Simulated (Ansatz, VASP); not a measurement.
# Two plane-wave programs on ZnS

Contents of POSCAR:

```
ZnS
1.0
    0.3393564127      2.8845295082      2.8845295082
    2.8845295082      0.3393564127      2.8845295082
    2.8845295082      2.8845295082      0.3393564127
Zn S
1 1
Direct
    0.0000000000      0.0000000000      0.0000000000
    0.7500000000      0.7500000000      0.7500000000
```

The input INCAR.step1:

```
SYSTEM = ZnS
  ALGO = Normal
  EDIFF = 1E-4
  ENCUT = 520
  GGA = PE
  ISMEAR = 0
  LASPH = .TRUE.
  LCHARG = .FALSE.
  LREAL = .FALSE.
  LWAVE = .TRUE.
  NBANDS = 16
  NELM = 60
  PREC = Accurate
  SIGMA = 0.05
```

The input INCAR.step2:

```
SYSTEM = ZnS
  ALGO = Normal
  EDIFF = 1E-7
  ENCUT = 520
  ISIF = 2
  ISMEAR = 0
  ISTART = 1
  LASPH = .TRUE.
  LCHARG = .TRUE.
  LELF = .TRUE.
  LMIXTAU = .TRUE.
  LREAL = .FALSE.
  LVHAR = .TRUE.
  LWAVE = .FALSE.
  METAGGA = R2SCAN
  NBANDS = 16
  NELM = 60
  PREC = Accurate
  SIGMA = 0.05
```

KPOINTS

```
k-points
0
G
  8 8 8
  0 0 0
```

Input for Ansatz:

```yaml
crystal:
  lattice:
    - [0.3393564127, 2.8845295082, 2.8845295082]
    - [2.8845295082, 0.3393564127, 2.8845295082]
    - [2.8845295082, 2.8845295082, 0.3393564127]
  atoms:
    - { symbol: Zn, position: [0.0, 0.0, 0.0] }
    - { symbol: S, position: [0.75, 0.75, 0.75] }
basis:
  ecutwfc: 500
kpoints:
  mp_grid: { grid: [8, 8, 8] }
hamiltonian:
  xc: r2scan
scf:
  occupations: { method: gaussian, width: 0.05 }
output:
  forces: true
  stress: true
  eigenvalues: true
```

Alike in both runs: task single point; functional r2SCAN; k mesh 8 × 8 × 8; occupations gaussian, width 0.05 eV; no spin polarisation.

|  | VASP | Ansatz |
| --- | --- | --- |
| version | VASP 6.6.1 | Ansatz 0.2.0 |
| potentials or method | VASP PAW PBE potentials, release 64 (Zn, S) | scalar-relativistic, plane waves, PAW |
| plane-wave cutoff (eV) | 520 | 500 |
| valence electrons in the cell | 18 | 18 |

|  | VASP | Ansatz | Ansatz less VASP |
| --- | --- | --- | --- |
| gap on the k mesh at the Fermi level (eV) | 1.74 | 1.74 | +0.002 |
| least direct gap on the mesh (eV) | 1.74 | 1.74 | +0.002 |
| pressure (GPa) | 2.8 | 2.7 | -0.06 |
| largest component of the traceless stress (GPa) | 6.76 | 6.74 | -0.020 |
| rms of the force components (eV/Å) | 0.263 | 0.262 | -0.0004 |

Atom by atom the forces differ by 0.000 eV/Å (rms over components). With one functional, cell and mesh, what is left measures potentials, basis and numerics.

Caveats: the PAW data sets were made with another functional, which shifts forces and pressure a little (VASP). r2SCAN opens gaps a little over a GGA but as a rule still falls short of measured ones.
